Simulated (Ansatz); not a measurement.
A (100) slab of ZnSe (F-43m (No. 216)), 8 planes, outer planes Zn (top) and Se (bottom), with 8 atoms (Zn4Se4) in a surface cell of A = 16.051 Å², as cut from the bulk:

```
CELL_PARAMETERS angstrom
4.00639 0.00000 0.00000
0.00000 4.00639 0.00000
0.00000 0.00000 24.91531
ATOMIC_POSITIONS crystal
Se 0.00000 0.50000 0.30102
Zn 0.50000 0.50000 0.35787
Se 0.50000 0.00000 0.41472
Zn 0.00000 0.00000 0.47157
Se 0.00000 0.50000 0.52843
Zn 0.50000 0.50000 0.58528
Se 0.50000 0.00000 0.64213
Zn 0.00000 0.00000 0.69898
```

Level of theory: Ansatz, DFT r2SCAN, scalar-relativistic, plane waves, PAW. Settings: cutoff 500 eV, Γ-centred mesh 7×7×1 on the computed 8-atom cell, Gaussian smearing of 0.05 eV; no spin polarisation. The cell repeats along c with a dipole correction in the vacuum.

Against the same 8 atoms in the bulk, the slab as cut lies 3.822 eV higher and the relaxed slab 3.727 eV higher.

Q: Work out the surface energy before and after relaxation.

A: The slab has two faces, so γ = (E_slab − N·E_bulk)/(2A), the mean of both. As cut: 3.822/(2 × 16.051) = 0.1191 eV/Å², and 1 eV/Å² = 16.02 J/m², so γ = 1.91 J/m². Relaxed: 3.727/(2 × 16.051) = 0.1161 eV/Å² = 1.86 J/m². Relaxation recovers 2 % of the cost of cutting.

Q: What is the ideal work of this cut, per area?

A: Griffith's ideal work is 2γ: 3.81 J/m² if the new faces stay rigid, 3.72 J/m² if they relax. One thickness was run, 8 planes, so γ can still shift with it.